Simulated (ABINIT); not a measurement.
## ZnS (Wurtzite-4H): band structure with PBE

**Experimental background.**

A printed reference work, monograph reports, for a bulk crystal of ZnS at 4 K: band gap 3.911 eV (direct).

ZnS (Wurtzite-4H):

```xyz
8
Lattice="3.8227 0.0000 0.0000 -1.9114 3.3106 0.0000 0.0000 0.0000 12.5200" Properties=species:S:1:pos:R:3 pbc="T T T"
Zn    1.9114    1.1035    9.3900
Zn    0.0000    2.2070    3.1300
Zn    0.0000    0.0000    6.2600
Zn    0.0000    0.0000    0.0000
S     1.9114    1.1035   11.7375
S     0.0000    2.2070    5.4775
S     0.0000    0.0000    8.6075
S     0.0000    0.0000    2.3475
```

```yaml
Program: ABINIT 10.8.3 (patched build)
Task: band structure
Functional: PBE
Potentials_or_basis: JTH PAW PBE v2.0
Cutoff: 599 eV
k_mesh: 8 × 8 × 3
Occupations: fermi-dirac, width 0.05 eV
Spin: no spin polarisation
Fine-grid_cutoff: 1197.3 eV
```

```json
{
 "Pressure": "1.1 GPa",
 "Largest force": "0.043 eV/Å",
 "Band gap on the k mesh": "2.12 eV, direct",
 "Band gap along the path": "2.12 eV, direct",
 "Valence electrons inside the program's atomic spheres": "Zn 10.78; S 3.59"
}
```

Forces on the atoms (eV/Å):
```
Zn   0.000  0.000  0.007
Zn   0.000  0.000  0.007
Zn   0.000  0.000  0.022
Zn   0.000  0.000  0.022
S    0.000  0.000  0.013
S    0.000  0.000  0.013
S    0.000  0.000 -0.043
S    0.000  0.000 -0.043
```

Stress tensor (GPa, compression positive):
```
1.13 0.00 0.00
0.00 1.13 0.00
0.00 0.00 0.99
```

Levels at the corners of the path, in eV from the valence-band top:
```csv
point,band 33,band 34,band 35,band 36,band 37,band 38,band 39,band 40
Γ,-0.45,-0.04,0.00,0.00,2.12,3.18,3.37,3.61
M,-1.58,-1.57,-1.10,-0.87,3.30,3.36,3.76,4.34
K,-2.28,-1.75,-1.75,-1.32,4.49,4.91,4.91,5.24
Γ,-0.45,-0.04,0.00,0.00,2.12,3.18,3.37,3.61
A,-0.14,-0.14,-0.14,-0.14,2.97,2.97,3.30,3.30
L,-1.50,-1.50,-1.10,-1.10,3.69,3.69,4.02,4.02
H,-1.79,-1.79,-1.60,-1.60,4.38,4.38,5.18,5.18
A,-0.14,-0.14,-0.14,-0.14,2.97,2.97,3.30,3.30
```

Wall time 34 min on 1 thread of Arm Neoverse V2 (shared host), peak memory 0.71 GiB.

Against the measured gap of ZnS, 3.911 eV (direct; 4 K; a printed reference work, monograph), the calculated 2.12 eV is off by -1.80 eV. The value is that of PBE, without temperature or zero-point motion. Semilocal functionals fall short of measured gaps as a rule.
